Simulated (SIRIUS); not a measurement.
Moving the choice of potentials or basis in MgS

```xyz
2
Lattice="0.0000 2.6016 2.6016 2.6016 0.0000 2.6016 2.6016 2.6016 0.0000" Properties=species:S:1:pos:R:3 pbc="T T T"
S     2.6016    2.6016    2.6016
Mg    0.0000    0.0000    0.0000
```

Kept alike: task eos task; functional PBE; k mesh 6 × 6 × 6; occupations fermi-dirac, width 0.05 eV; no spin polarisation. Program: SIRIUS. Cutoffs run from 557 to 1152 eV. The mesh is that of the run's cell of 2 atoms. No spin-orbit coupling.

| choice of potentials or basis | volume (Å³/atom) | bulk modulus (GPa) |
| --- | --- | --- |
| JTH 2.0 PBE (PAW) | 17.944 | 76.8 |
| PseudoDojo 0.4.1 PBE standard (scalar relativistic) | 17.902 | 73.9 |
| PseudoDojo 0.5 PBE standard (scalar relativistic) | 17.902 | 73.9 |
| SG15 1.2 PBE (norm-conserving) | 17.872 | 75.1 |

The volume runs from 17.872 (SG15 1.2 PBE (norm-conserving)) to 17.944 Å³/atom (JTH 2.0 PBE (PAW)). Measured: 17.6 Å³/atom at 294.15 K (a printed reference work); nearest SG15 1.2 PBE (norm-conserving), 0.27 Å³/atom off. The runs are for a static lattice. The bulk modulus runs from 73.9 (PseudoDojo 0.4.1 PBE standard (scalar relativistic); PseudoDojo 0.5 PBE standard (scalar relativistic)) to 76.8 GPa (JTH 2.0 PBE (PAW)).
